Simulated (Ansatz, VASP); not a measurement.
## Sb in VASP and in Ansatz

The input INCAR:

```
SYSTEM = Sb
PREC = Accurate
ENCUT = 520
EDIFF = 1E-8
ISMEAR = -1
SIGMA = 0.05
LREAL = .False.
LASPH = .True.
NELM = 100
ALGO = Normal
ISIF = 2
LWAVE = .False.
LCHARG = .False.
GGA = PE
LEFG = .True.
NBANDS = 12
```

File KPOINTS:

```
regular mesh
0
Gamma
  9 9 5
  0 0 0
```

POSCAR

```
Sb
1.0
    3.3545324186      0.0000000000      0.0000000000
   -1.6772662093      2.9051102923      0.0000000000
    0.0000000000      0.0000000000      5.4701606500
Sb
2
Direct
    0.6666666667      0.3333333333      0.7500000000
    0.3333333333      0.6666666667      0.2500000000
```

Contents of input.yaml:

```yaml
crystal:
  lattice:
    - [3.3545324186, 0.0, 0.0]
    - [-1.6772662093, 2.9051102923, 0.0]
    - [0.0, 0.0, 5.47016065]
  atoms:
    - { symbol: Sb, position: [0.6666666667, 0.3333333333, 0.75] }
    - { symbol: Sb, position: [0.3333333333, 0.6666666667, 0.25] }
kpoints:
  mp_grid: { grid: [9, 9, 5] }
scf:
  occupations: { method: fermi_dirac, width: 0.05 }
hamiltonian:
  xc: pbe
  pseudopotentials: { kind: all_electron, datasets: crystal }
output:
  forces: true
  stress: true
  eigenvalues: true
  efg: {}
```

This isn't the form of Sb at room conditions, which is rhombohedral.

Alike in both runs: task electric field gradients; functional PBE; k mesh 9 × 9 × 5; occupations fermi-dirac, width 0.05 eV; no spin polarisation.

|  | VASP | Ansatz |
| --- | --- | --- |
| version | VASP 6.6.1 | Ansatz 0.2.0 |
| potentials or method | VASP PAW PBE potentials, release 64 (Sb) | all-electron PAW datasets made for the crystal |
| plane-wave cutoff (eV) | 520 | see its input |

VASP gave:

| Property | Result |
| --- | --- |
| gap on the k mesh at the Fermi level (eV) | none |
| pressure (GPa) | 1.3 |
| largest component of the traceless stress (GPa) | 0.19 |
| Vzz of the field gradient on the site that differs most (V/Å²) | 19.6 |

Question: Which values does Ansatz return?

Answer: gap on the k mesh at the Fermi level (eV): none; pressure (GPa): 1.5; largest component of the traceless stress (GPa): 0.19; Vzz of the field gradient on the site that differs most (V/Å²): 21.2.

A gap of «none» marks a metal or a gap that the smearing closes. Ansatz ran all-electron here, so the differences hold the error of VASP's frozen core and of both bases.

Spin-orbit coupling is left out, which matters for the levels of Sb.
